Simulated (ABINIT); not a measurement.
# Quasiparticle gap of BeTe (F-43m) in ABINIT, part 2 of 3

How does a plane-wave GW calculation on BeTe (F-43m) run from the first input to the gap?

ABINIT 10.8.3; LDA and many-body steps on it, plane waves. Known limits of the many-body steps: not at the basis limit; exchange with frozen shells missing; no spin-orbit coupling; coarse k mesh.

So far. Step 2 (Ground state): The gap is indirect, with the least direct gap 1.83 eV higher.

The database entry behind the starting cell differs from later determinations by our own check (an axis about 1.5 % short against later determinations), so it need not match the best structure at ambient conditions.

## (3) Bands along the symmetry lines

Level of this step: DFT, LDA, plane waves, norm-conserving pseudopotentials (ABINIT).

Levels along a band path, at the cheap level, show where the edges lie and whether the meshes to come will hold them.

Contents of run.abi:

```
acell 3*1.0 Angstrom
rprim 
  0.000000000000 2.770000000000 2.770000000000
  2.770000000000 0.000000000000 2.770000000000
  2.770000000000 2.770000000000 -0.000000000000
ntypat 2
znucl 4 52
natom 2
typat 1 2
xred 
  0.000000000000 0.000000000000 0.000000000000
  0.250000000000 0.250000000000 0.250000000000
pp_dirpath "pseudos"
pseudos "Be.upf, Te.upf"
ecut 38
iscf -2
irdden 1
kptopt 0
nkpt 50
kpt 
  0.00000000 0.00000000 0.00000000
  -0.06250000 -0.06250000 0.00000000
  -0.12500000 -0.12500000 0.00000000
  -0.18750000 -0.18750000 0.00000000
  -0.25000000 -0.25000000 0.00000000
  -0.31250000 -0.31250000 0.00000000
  -0.37500000 -0.37500000 0.00000000
  -0.43750000 -0.43750000 0.00000000
  -0.50000000 -0.50000000 0.00000000
  -0.48437500 -0.48437500 0.03125000
  -0.46875000 -0.46875000 0.06250000
  -0.45312500 -0.45312500 0.09375000
  -0.43750000 -0.43750000 0.12500000
  -0.42187500 -0.42187500 0.15625000
  -0.40625000 -0.40625000 0.18750000
  -0.39062500 -0.39062500 0.21875000
  -0.37500000 -0.37500000 0.25000000
  -0.37500000 0.00000000 0.37500000
  -0.32812500 0.00000000 0.32812500
  -0.28125000 0.00000000 0.28125000
  -0.23437500 0.00000000 0.23437500
  -0.18750000 0.00000000 0.18750000
  -0.14062500 0.00000000 0.14062500
  -0.09375000 0.00000000 0.09375000
  -0.04687500 0.00000000 0.04687500
  0.00000000 0.00000000 0.00000000
  0.00000000 0.00000000 0.06250000
  0.00000000 0.00000000 0.12500000
  0.00000000 0.00000000 0.18750000
  0.00000000 0.00000000 0.25000000
  0.00000000 0.00000000 0.31250000
  0.00000000 0.00000000 0.37500000
  0.00000000 0.00000000 0.43750000
  -0.00000000 -0.00000000 0.50000000
  -0.06250000 -0.03125000 0.46875000
  -0.12500000 -0.06250000 0.43750000
  -0.18750000 -0.09375000 0.40625000
  -0.25000000 -0.12500000 0.37500000
  -0.31250000 -0.15625000 0.34375000
  -0.37500000 -0.18750000 0.31250000
  -0.43750000 -0.21875000 0.28125000
  -0.50000000 -0.25000000 0.25000000
  -0.50000000 -0.28125000 0.21875000
  -0.50000000 -0.31250000 0.18750000
  -0.50000000 -0.34375000 0.15625000
  -0.50000000 -0.37500000 0.12500000
  -0.50000000 -0.40625000 0.09375000
  -0.50000000 -0.43750000 0.06250000
  -0.50000000 -0.46875000 0.03125000
  -0.50000000 -0.50000000 0.00000000
istwfk *1
nband 17
nbdbuf 2
tolwfr 1e-08
nstep 40
prtwf 0
prtvol 0
indata_prefix "in"
outdata_prefix "out"
tmpdata_prefix "tmp"
```

Started as:

```console
$ OMP_NUM_THREADS=1 mpirun -n 4 abinit run.abi > log
```

Numbers of over 12 decimals in the logs are rounded to 6 here.

Log:

```text
.Version 10.8.3 of ABINIT. v10.8.2 released Aug 2026.

 Symmetries : space group F-4 3 m (#216); Bravais cF (face-center cubic)
[... echo of the input left out ...]
== DATASET  1 ==================================================================
-   mpi_nproc: 4, omp_nthreads: 1 (-1 if OMP is not activated)

--- !DatasetInfo
iteration_state: {dtset: 1, }
dimensions: {natom: 2, nkpt: 50, mband: 17, nsppol: 1, nspinor: 1, nspden: 1, mpw: 3250, }
cutoff_energies: {ecut:  38.0, pawecutdg:  -1.0, }
electrons: {nelect:   2.00000000E+01, charge:   0.00000000E+00, occopt:   1.00000000E+00, tsmear:   1.00000000E-02, }

 Real(R)+Recip(G) space primitive vectors, cartesian coordinates (Bohr,Bohr^-1):
 R(1)=  0.0000000  5.2345414  5.2345414  G(1)= -0.0955194  0.0955194  0.0955194
 R(2)=  5.2345414  0.0000000  5.2345414  G(2)=  0.0955194 -0.0955194  0.0955194
 R(3)=  5.2345414  5.2345414  0.0000000  G(3)=  0.0955194  0.0955194 -0.0955194
 Unit cell volume ucvol=  2.8685730E+02 bohr^3
 Angles (23,13,12)=  6.00000000E+01  6.00000000E+01  6.00000000E+01 degrees

 getcut: wavevector=  0.0000  0.0000  0.0000  ngfft=  45  45  45
         ecut(hartree)=     38.000   => boxcut(ratio)=   2.14191

--- Pseudopotential description ------------------------------------------------
- Be Generated using ONCVPSP code by D. R. Hamann
-  4.00000   4.00000  180309                  znucl, zion, pspdat
12 -1012 1 -1 1358                            pspcod,pspxc,lmax,lloc,mmax
     nproj     2     2     0
  pspatm : epsatm=    2.74190561
         --- l  ekb(1:nproj) -->
             0   -6.571987   -2.339039
             1   -2.528806   -0.553493
 pspatm: atomic psp has been read  and splines computed

- Te Generated using ONCVPSP code by D. R. Hamann
- 52.00000  16.00000  180309                  znucl, zion, pspdat
12 -1012 2 -1 1278                            pspcod,pspxc,lmax,lloc,mmax
     nproj     2     2     2
  pspatm : epsatm=   36.15519577
         --- l  ekb(1:nproj) -->
             0    6.378114    0.800275
[...]
pspatm: atomic psp has been read  and splines computed

--------------------------------------------------------------------------------

================================================================================
 prteigrs : about to open file out_EIG
 Non-SCF case, kpt    1 (  0.00000  0.00000  0.00000), residuals and eigenvalues=
  3.05E-09  8.54E-10  2.82E-09  3.42E-09  1.83E-09  6.73E-09  4.49E-09  1.34E-09
  3.97E-09  9.45E-09  1.25E-09  2.16E-09  4.61E-09  3.20E-09  2.07E-09  1.33E-06
  6.03E-06
 -3.4624E+00 -1.1684E+00 -1.1684E+00 -1.1684E+00 -1.1678E+00 -1.1678E+00
 -3.0130E-01  1.6453E-01  1.6453E-01  1.6453E-01  2.9684E-01  2.9684E-01
  2.9684E-01  3.1389E-01  4.7521E-01  5.5642E-01  5.5644E-01
 Non-SCF case, kpt    2 ( -0.06250 -0.06250  0.00000), residuals and eigenvalues=
[...]
Non-SCF case, kpt    3 ( -0.12500 -0.12500  0.00000), residuals and eigenvalues=
[...]
1.69E-04
[...]
3.3459E-01  3.5196E-01  4.6561E-01  5.0835E-01  5.6642E-01
[...]
Non-SCF case, kpt   49 ( -0.50000 -0.46875  0.03125), residuals and eigenvalues=
[...]
5.2927E-01  5.2953E-01  5.9539E-01  6.4913E-01  6.7390E-01
 Non-SCF case, kpt   50 ( -0.50000 -0.50000  0.00000), residuals and eigenvalues=
[...]
-3.4624E+00 -1.1685E+00 -1.1681E+00 -1.1681E+00 -1.1679E+00 -1.1677E+00
 -2.2902E-01 -3.1177E-02  6.1010E-02  6.1010E-02  2.2975E-01  2.6117E-01
  5.3267E-01  5.3267E-01  5.9817E-01  6.5948E-01  6.7935E-01

--- !ResultsGS
iteration_state: {dtset: 1, }
comment   : Summary of ground state results
lattice_vectors:
- [  0.0000000,   5.2345414,   5.2345414, ]
- [  5.2345414,   0.0000000,   5.2345414, ]
- [  5.2345414,   5.2345414,  -0.0000000, ]
lattice_lengths: [   7.40276,    7.40276,    7.40276, ]
lattice_angles: [ 60.000,  60.000,  60.000, ] # degrees, (23, 13, 12)
lattice_volume:   2.8685730E+02
convergence: {deltae:  0.000E+00, res2:  0.000E+00, residm:  9.999E-09, diffor:  0.000E+00, }
etotal    :  -1.18488132E+02
entropy   :   0.00000000E+00
fermie    :   1.64525466E-01
cartesian_stress_tensor: null
pressure_GPa: null
xred      :
- [  0.0000E+00,   0.0000E+00,   0.0000E+00, Be]
- [  2.5000E-01,   2.5000E-01,   2.5000E-01, Te]
cartesian_forces: null
force_length_stats: {min: null, max: null, mean: null, }

 Integrated electronic density in atomic spheres:
 ------------------------------------------------
 Atom  Sphere_radius  Integrated_density
[...]
================================================================================

 ----iterations are completed or convergence reached----

 Mean square residual over all n,k,spin=   43.780E-10; max=  99.994E-10
 reduced coordinates (array xred) for    2 atoms
       0.000000000000      0.000000000000      0.000000000000
       0.250000000000      0.250000000000      0.250000000000

 cartesian coordinates (angstrom) at end:
    1      0.000000     0.000000     0.000000
    2      1.385000     1.385000     1.385000
 length scales=  1.889726125908  1.889726125908  1.889726125908 bohr
              =  1.000000000000  1.000000000000  1.000000000000 angstroms
 prteigrs : about to open file out_EIG
 Eigenvalues (hartree) for nkpt=  50  k points:
 kpt#   1, nband= 17, wtk=  1.00000, kpt=  0.0000  0.0000  0.0000 (reduced coord)
[...]
kpt#   2, nband= 17, wtk=  1.00000, kpt= -0.0625 -0.0625  0.0000 (reduced coord)
[...]
kpt#   3, nband= 17, wtk=  1.00000, kpt= -0.1250 -0.1250  0.0000 (reduced coord)
[...]
kpt#  49, nband= 17, wtk=  1.00000, kpt= -0.5000 -0.4687  0.0313 (reduced coord)
[...]
0.67390
 kpt#  50, nband= 17, wtk=  1.00000, kpt= -0.5000 -0.5000  0.0000 (reduced coord)
  -3.46241   -1.16847   -1.16810   -1.16810   -1.16790   -1.16769   -0.22902   -0.03118
   0.06101    0.06101    0.22975    0.26117    0.53267    0.53267    0.59817    0.65948
   0.67935

== END DATASET(S) ==============================================================
================================================================================

 -outvars: echo values of variables after computation  --------
            nband          17
             nkpt          50
          spgroup         216
 [... the other variables as echoed above ...]

 Calculation completed.
```

The job ended after 21 s (4 MPI ranks of Arm Neoverse N1, shared host; peak memory 0.29 GiB).

This step gave:

- gap: 1.775 eV
- k of the valence top: 0, 0, 0
- k of the conduction bottom: -0.5, -0.5, 0
- least direct gap: 3.600 eV

The gap is 1.775 eV, as in the run before at this level.

Electronic bands along the path, in eV, zero at the top of the highest filled band:

```
    point  band 7  band 8  band 9  band 10  band 11  band 12  band 13  band 14
        Γ  -12.68    0.00    0.00     0.00     3.60     3.60     3.60     4.06
  halfway  -11.89   -2.99   -1.80    -1.80     2.52     4.41     6.61     6.61
        X  -10.71   -5.33   -2.82    -2.82     1.77     2.63    10.02    10.02
  halfway  -10.70   -5.22   -3.36    -2.70     2.15     3.31     9.38     9.47
        U  -10.73   -4.93   -4.16    -2.38     2.60     5.31     8.10     8.44
jump to K  -10.73   -4.93   -4.16    -2.38     2.60     5.31     8.10     8.44
  halfway  -11.82   -3.69   -2.41    -0.71     4.13     4.71     5.31     6.42
        Γ  -12.68    0.00    0.00     0.00     3.60     3.60     3.60     4.06
  halfway  -12.09   -3.48   -0.72    -0.72     3.42     4.52     4.52     7.24
        L  -11.23   -5.83   -1.20    -1.20     3.21     4.59     4.59     7.77
  halfway  -10.98   -5.38   -3.05    -2.04     4.17     4.47     6.86     7.94
        W  -10.67   -4.72   -3.96    -3.45     5.26     5.52     5.66     6.47
  halfway  -10.69   -5.11   -3.33    -3.16     2.89     3.63     8.48     8.70
        X  -10.71   -5.33   -2.82    -2.82     1.77     2.63    10.02    10.02
```

The electronic bands as a text plot (rows in eV, shown from -8.0 to 7.8 only):

```
    7.4 |       ++         +++              +++  +     +    +
    6.8 |     ++           +++++                      + +++++
    6.1 |                   +++++++        +         +   + +
    5.5 |    +            +   +++  ++    ++         +    +++
    4.8 |  +++           +      +++  +      ++++++++   +++ ++
    4.2 |++   ++              ++++++++++++++        ++++    +
    3.5 |++++   ++     ++   ++       ++++++++++++++++        ++
    2.8 |    +++  +++++   ++                                 + ++
    2.2 |       +++   ++++                                    ++
    1.5 |          +++                                          +
    0.9 |
    0.2 |*                           ****
   -0.4 | ***                   ******  *****
   -1.1 |  ***                **   **    **  ********
   -1.8 |    ***           ***   ****               ***
   -2.4 |       ***    ****     *          *         * *
   -3.1 |     **   *****      ** **                   * **  *****
   -3.7 |       **      **  **  *           *          ******
   -4.4 |         *       **  **             **
   -5.0 |          ***********                 *       **********
   -5.7 |                                       *******
   -6.4 |
   -7.0 |
   -7.7 |
         Γ           X  U|K            Γ         L        W     X
```

## (4) Empty states on the mesh, 4×4×4 mesh, 42 bands

The sums over transitions need many empty states on a uniform mesh; this step solves for them.

Contents of run.abi:

```
acell 3*1.0 Angstrom
rprim 
  0.000000000000 2.770000000000 2.770000000000
  2.770000000000 0.000000000000 2.770000000000
  2.770000000000 2.770000000000 -0.000000000000
ntypat 2
znucl 4 52
natom 2
typat 1 2
xred 
  0.000000000000 0.000000000000 0.000000000000
  0.250000000000 0.250000000000 0.250000000000
pp_dirpath "pseudos"
pseudos "Be.upf, Te.upf"
ecut 38
ngkpt 4 4 4
nshiftk 1
shiftk 0 0 0
kptopt 1
chksymbreak 0
iscf -2
irdden 1
istwfk *1
nband 42
nbdbuf 4
tolwfr 1e-09
nstep 60
prtvol 0
indata_prefix "in"
outdata_prefix "out"
tmpdata_prefix "tmp"
```

Log:

```text
.Version 10.8.3 of ABINIT. v10.8.2 released Aug 2026.

 Symmetries : space group F-4 3 m (#216); Bravais cF (face-center cubic)
[... echo of the input left out ...]
== DATASET  1 ==================================================================
-   mpi_nproc: 4, omp_nthreads: 1 (-1 if OMP is not activated)

--- !DatasetInfo
iteration_state: {dtset: 1, }
dimensions: {natom: 2, nkpt: 8, mband: 42, nsppol: 1, nspinor: 1, nspden: 1, mpw: 3250, }
cutoff_energies: {ecut:  38.0, pawecutdg:  -1.0, }
electrons: {nelect:   2.00000000E+01, charge:   0.00000000E+00, occopt:   1.00000000E+00, tsmear:   1.00000000E-02, }

 Real(R)+Recip(G) space primitive vectors, cartesian coordinates (Bohr,Bohr^-1):
 R(1)=  0.0000000  5.2345414  5.2345414  G(1)= -0.0955194  0.0955194  0.0955194
 R(2)=  5.2345414  0.0000000  5.2345414  G(2)=  0.0955194 -0.0955194  0.0955194
 R(3)=  5.2345414  5.2345414  0.0000000  G(3)=  0.0955194  0.0955194 -0.0955194
 Unit cell volume ucvol=  2.8685730E+02 bohr^3
 Angles (23,13,12)=  6.00000000E+01  6.00000000E+01  6.00000000E+01 degrees

 getcut: wavevector=  0.0000  0.0000  0.0000  ngfft=  45  45  45
         ecut(hartree)=     38.000   => boxcut(ratio)=   2.14191

--- Pseudopotential description ------------------------------------------------
- Be Generated using ONCVPSP code by D. R. Hamann
-  4.00000   4.00000  180309                  znucl, zion, pspdat
12 -1012 1 -1 1358                            pspcod,pspxc,lmax,lloc,mmax
     nproj     2     2     0
  pspatm : epsatm=    2.74190561
         --- l  ekb(1:nproj) -->
             0   -6.571987   -2.339039
             1   -2.528806   -0.553493
 pspatm: atomic psp has been read  and splines computed

- Te Generated using ONCVPSP code by D. R. Hamann
- 52.00000  16.00000  180309                  znucl, zion, pspdat
12 -1012 2 -1 1278                            pspcod,pspxc,lmax,lloc,mmax
     nproj     2     2     2
  pspatm : epsatm=   36.15519577
         --- l  ekb(1:nproj) -->
             0    6.378114    0.800275
[...]
pspatm: atomic psp has been read  and splines computed

--------------------------------------------------------------------------------

================================================================================
 prteigrs : about to open file out_EIG
 Non-SCF case, kpt    1 (  0.00000  0.00000  0.00000), residuals and eigenvalues=
  6.45E-10  1.99E-10  1.92E-10  2.85E-10  1.10E-10  3.45E-10  2.33E-10  1.05E-10
  6.65E-10  8.48E-10  1.12E-10  1.97E-10  4.04E-10  2.00E-10  2.59E-10  2.56E-10
  6.87E-10  7.64E-11  2.66E-10  5.66E-10  8.22E-10  1.82E-10  2.25E-10  5.44E-10
[...]
3.94E-06  1.26E-05
 -3.4624E+00 -1.1684E+00 -1.1684E+00 -1.1684E+00 -1.1678E+00 -1.1678E+00
 -3.0130E-01  1.6453E-01  1.6453E-01  1.6453E-01  2.9684E-01  2.9684E-01
  2.9684E-01  3.1389E-01  4.7521E-01  5.5641E-01  5.5641E-01  5.8561E-01
  5.8561E-01  5.8561E-01  7.2372E-01  1.0647E+00  1.0647E+00  1.0647E+00
  1.1424E+00  1.1424E+00  1.1424E+00  1.2205E+00  1.2205E+00  1.2205E+00
  1.2516E+00  1.2516E+00  1.5035E+00  1.5035E+00  1.5035E+00  1.5287E+00
  1.6102E+00  1.6573E+00  1.6573E+00  1.6573E+00  1.7479E+00  1.7480E+00
 prteigrs : prtvol=0 or 1, do not print more k-points.

--- !ResultsGS
iteration_state: {dtset: 1, }
comment   : Summary of ground state results
lattice_vectors:
- [  0.0000000,   5.2345414,   5.2345414, ]
- [  5.2345414,   0.0000000,   5.2345414, ]
- [  5.2345414,   5.2345414,  -0.0000000, ]
lattice_lengths: [   7.40276,    7.40276,    7.40276, ]
lattice_angles: [ 60.000,  60.000,  60.000, ] # degrees, (23, 13, 12)
lattice_volume:   2.8685730E+02
convergence: {deltae:  0.000E+00, res2:  0.000E+00, residm:  9.821E-10, diffor:  0.000E+00, }
etotal    :  -1.18488132E+02
entropy   :   0.00000000E+00
fermie    :   1.64525466E-01
cartesian_stress_tensor: null
pressure_GPa: null
xred      :
- [  0.0000E+00,   0.0000E+00,   0.0000E+00, Be]
- [  2.5000E-01,   2.5000E-01,   2.5000E-01, Te]
cartesian_forces: null
force_length_stats: {min: null, max: null, mean: null, }

 Integrated electronic density in atomic spheres:
 ------------------------------------------------
 Atom  Sphere_radius  Integrated_density
[...]
================================================================================

 ----iterations are completed or convergence reached----

 Mean square residual over all n,k,spin=   43.003E-11; max=  98.212E-11
 reduced coordinates (array xred) for    2 atoms
       0.000000000000      0.000000000000      0.000000000000
       0.250000000000      0.250000000000      0.250000000000

 cartesian coordinates (angstrom) at end:
    1      0.000000     0.000000     0.000000
    2      1.385000     1.385000     1.385000
 length scales=  1.889726125908  1.889726125908  1.889726125908 bohr
              =  1.000000000000  1.000000000000  1.000000000000 angstroms
 prteigrs : about to open file out_EIG
 Eigenvalues (hartree) for nkpt=   8  k points:
 kpt#   1, nband= 42, wtk=  0.01563, kpt=  0.0000  0.0000  0.0000 (reduced coord)
[...]
1.14236    1.14236    1.14236    1.22050    1.22050    1.22050    1.25161    1.25161
   1.50353    1.50353    1.50353    1.52875    1.61016    1.65725    1.65725    1.65725
   1.74794    1.74797
 prteigrs : prtvol=0 or 1, do not print more k-points.

== END DATASET(S) ==============================================================
================================================================================

 -outvars: echo values of variables after computation  --------
            nband          42
             nkpt           8
          spgroup         216
 [... the other variables as echoed above ...]

 Calculation completed.
```

Elapsed: 12 s, on 4 MPI ranks; peak memory 0.27 GiB; 49 s of CPU time.

This step gave:

| Property | Result |
| --- | --- |
| gap | 1.775 eV |
| k of the valence top | 0, 0, 0 |
| k of the conduction bottom | 0.5, 0.5, 0 |
| least direct gap | 3.600 eV |
| k points computed | 8 |
| lowest point of the top converged band, above the valence top | 35.19 eV |

On this mesh the gap is 1.775 eV.

(Continued in part 3 of 3.)

[Paths, hosts, dates, memory and timing lines, banners, echoed tables and standing remarks are left out of the program output.]

[Logs are printed without paths, hosts, clocks, repeated set-up lines and the standing remarks that a program may print on its own settings, such as how far it seeks lower states.]

[Runs of the session that timed out or met a known fault of the program may be left out.]

[Hosts, paths, dates, database ids (printed as entryN), source tags and the programs' standing remarks are cut or masked in the printed files.]

[G0W0 gaps are taken among the corrected bands and points alone; a level outside them can change the order at an edge.]

[Where Ansatz stands beside ABINIT at settings called matched, ABINIT's density can come from a denser mesh and the files from another edition; pairs whose starting gaps differed by over 0.03 eV were left out, so agreement reads better than it is.]
